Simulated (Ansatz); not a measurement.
Runs of Ansatz 0.2.0 on PbSe. Symmetry: Pm-3m, No. 221, cubic system. Conventional cell: a = 3.784 Å, b = 3.784 Å, c = 3.784 Å, α = 90.00°, β = 90.00°, γ = 90.00°. Pb (site symmetry m-3m) has 8 Se at 3.28 Å as nearest neighbours. Se (site symmetry m-3m) is surrounded by 8 Pb at 3.28 Å. Measurements of this composition are mostly on another form, of space group No. 225.

| task | level | spin | cell | k mesh | points for each segment of the path | gap on the mesh (eV) | pressure (GPa) | relaxed volume (Å³/atom) |
| --- | --- | --- | --- | --- | --- | --- | --- | --- |
| band structure | revPBE | off | as given | 7 × 7 × 7 | 14 | none | 1.2 | - |
| band structure | LDA | SOC, no magnetisation | as given | 5 × 5 × 5 | 14 | none | (a) | - |
| relaxation of cell and atoms | RPBE | off | relaxed | 7 × 7 × 7 | - | none | 0.0 | 28.14 |
| band structure | LDA | off | as given | 7 × 7 × 7 | 14 | none | -4.8 | - |
| relaxation of cell and atoms | PBEsol | off | relaxed | 7 × 7 × 7 | - | none | 0.0 | (b) |

Alike in all rows: potentials or basis Ansatz PAW; cutoff (eV) 420; smearing fermi-dirac 0.05 eV.

**Question.** Fill in the values left out.

**Answer.** (a) -5.0; (b) 25.40.

Caveats: the PAW data sets come from PBE, with cores solved anew for the run's functional, which leaves a small shift of forces and pressure; spin-orbit coupling is left out, which moves the levels of the heavy elements (some runs); the plane-wave basis is chosen anew once the cell has moved, so the energies of steps on either side of that aren't comparable (some runs).

A k mesh can miss the band edges, and rows without SOC leave out spin-orbit coupling on Pb, Se.

A gap of «none» marks a metal or a gap under the smearing width.

Runs at the PBE level aren't shown here.
